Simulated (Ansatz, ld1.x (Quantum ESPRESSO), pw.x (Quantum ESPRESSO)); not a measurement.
# silicon: one change to the RRKJ potential, in the atom and in the bcc crystal

ld1.x (Quantum ESPRESSO) 7.5 input, shortened:

```
&input
   title='Si', zed=14., rel=1, dft='PW', iswitch=3,
   config='[Ne] 3s2 3p2 3d-2'
 /
 &inputp
   pseudotype=2, tm=.false., rho0=0.001, lloc=2,
   nlcc=.true., rcore=0.90
 /
3
3S  1  0   2.00   0.00  1.45  1.45  0.0
3P  2  1   2.00   0.00  1.50  1.50  0.0
3D  3  2  -2.00  -0.15  1.45  1.45  0.0
 &test
   configts(1)='3s2 3p2'
 /
```

Change: wave 3p (bound): rc 1.50 bohr becomes 3p (bound): rc 1.96 bohr.

Cutoffs, loose and tight: the cutoffs (Ry, on a coarse ladder) from which the occupation-weighted sum of valence levels, in a spherical-Bessel basis at the reference potential, stays within 10 and 1 mRy of its value at 400 Ry. They do not see the model core or the augmentation charge, which bear on the density cutoff. Test errors are all-electron minus pseudo excitation energies from the reference, over the configurations 3s2 3p1; 3s2 3p0; 3s1 3p0; 3s1 3p3; 3s2 3p1.5; 3s2 3p2.3; 3s1 3p2 (two spin-polarised tests are not counted in the largest error); variants that change the core or the reference have their own tests.

Crystal test: bcc Si in pw.x 7.5, no spin, 15³ k-points, Fermi–Dirac smearing 0.01 Ry, cutoffs set for each file from its atomic test. The reference is all-electron LAPW (Ansatz 0.2.0) with the same functional, mesh and smearing; V0 and B0 come from Birch–Murnaghan fits to the pressures at five volumes. Errors are pseudo minus all-electron; Δ is the rms difference of the E(V) curves that follow from these fits, minima aligned, over ±6 % about the mean V0. Mesh and smearing are coarse, so the numbers serve the comparison and aren't converged zero-temperature values; the lattice is a test structure that the element need not adopt.

All-electron: a0 = 3.045 Å (V0 = 14.12 Å³/atom), B0 = 101.1 GPa.

Q: Does the change bring the crystal closer to the all-electron result?

A: The mean pressure error goes from -1.28 to -1.13 GPa, so the change moves the solid closer to the all-electron pressures.

| quantity | base | changed |
| --- | --- | --- |
| outcome (atom) | generated | generated |
| cutoff, loose (atom) | 30 Ry | 18 Ry |
| cutoff, tight (atom) | 70 Ry | 70 Ry |
| bound ghosts (atom) | none | none |
| largest test error (meV) (atom) | +142 | +167 |
| cutoffs in pw.x (Ry) | 85/340 | 85/340 |
| a0 (Å) | 3.032 | 3.034 |
| a0 error (%) | -0.42 | -0.37 |
| B0 error (%) | +1.4 | +1.0 |
| Δ (meV/atom) | 4.0 | 3.5 |
| mean pressure error (GPa) | -1.28 | -1.13 |

Base: The logarithmic derivative shows an extra or strongly shifted pseudo pole above the reference energy (s near 0.58 Ry). The atomic cutoffs weigh occupied waves only.
